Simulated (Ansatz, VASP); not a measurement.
AlGaN2 in VASP and in Ansatz

The input INCAR:

```
ALGO     = Normal         # electronic algorithm
EDIFF    = 1E-6           # SCF threshold, eV
ENCUT    = 520            # plane-wave cutoff, eV
ISIF     = 2              # what is computed and relaxed
ISMEAR   = 0              # smearing method
LASPH    = T              # aspherical terms in the spheres
LCHARG   = T              # write CHGCAR
LELF     = T              # ELF
LREAL    = F              # projectors in reciprocal space
LVHAR    = T            
LWAVE    = F              # write WAVECAR
NBANDS   = 21             # bands
NELM     = 100            # most SCF steps
PREC     = Accurate       # precision mode
SIGMA    = 0.02           # smearing width, eV
```

File KPOINTS:

```
k-points
0
Gamma
  8 8 6
```

POSCAR

```
AlGaN2
1.0
    3.1255178334      0.0000000000      0.0000000000
    0.0000000000      3.1255178334      0.0000000000
    0.0000000000      0.0000000000      4.3998237939
Al Ga N
1 1 2
Direct
    0.5000000000      0.5000000000      0.5000000000
    0.0000000000      0.0000000000      0.0000000000
    0.5000000000      0.0000000000      0.7400964774
    0.0000000000      0.5000000000      0.2599035226
```

Input for Ansatz:

```yaml
crystal:
  lattice:
    - [3.1255178334, 0.0, 0.0]
    - [0.0, 3.1255178334, 0.0]
    - [0.0, 0.0, 4.3998237939]
  atoms:
    - { symbol: Al, position: [0.5, 0.5, 0.5] }
    - { symbol: Ga, position: [0.0, 0.0, 0.0] }
    - { symbol: "N", position: [0.5, 0.0, 0.7400964774] }
    - { symbol: "N", position: [0.0, 0.5, 0.2599035226] }
basis:
  ecutwfc: 420
kpoints:
  mp_grid: { grid: [8, 8, 6] }
  band_path: { path: [VBM, CBM], npoints: 2 }
hamiltonian:
  xc: lda
scf:
  occupations: { method: gaussian, width: 0.02 }
output:
  forces: true
  stress: true
  eigenvalues: true
checkpoint:
  read: start.run
  write: ck
  compress: false
  write_wavefunctions: false
  write_every: 100000
```

Alike in both runs: task single point; functional LDA; k mesh 8 × 8 × 6; occupations gaussian, width 0.02 eV; no spin polarisation.

|  | VASP | Ansatz |
| --- | --- | --- |
| version | VASP 6.6.1 | Ansatz 0.2.0 |
| potentials or method | VASP PAW LDA potentials, release 64 (Al, Ga_d, N) | scalar-relativistic, plane waves, PAW |
| plane-wave cutoff (eV) | 520 | 420 |
| valence electrons in the cell | 26 | 26 |

VASP gave:

* gap on the k mesh at the Fermi level (eV): 2.99
* least direct gap on the mesh (eV): 2.99
* pressure (GPa): -1.2
* rms of the force components (eV/Å): 0.013

**Question.** Which values does Ansatz return?

**Answer.** gap on the k mesh at the Fermi level (eV): 2.98; least direct gap on the mesh (eV): 2.98; pressure (GPa): -2.0; rms of the force components (eV/Å): 0.001.

Atom by atom the forces differ by 0.012 eV/Å (rms over components).

A k mesh can miss the band edges. Expect the measured gap to be larger: semilocal functionals such as LDA lack the derivative discontinuity.
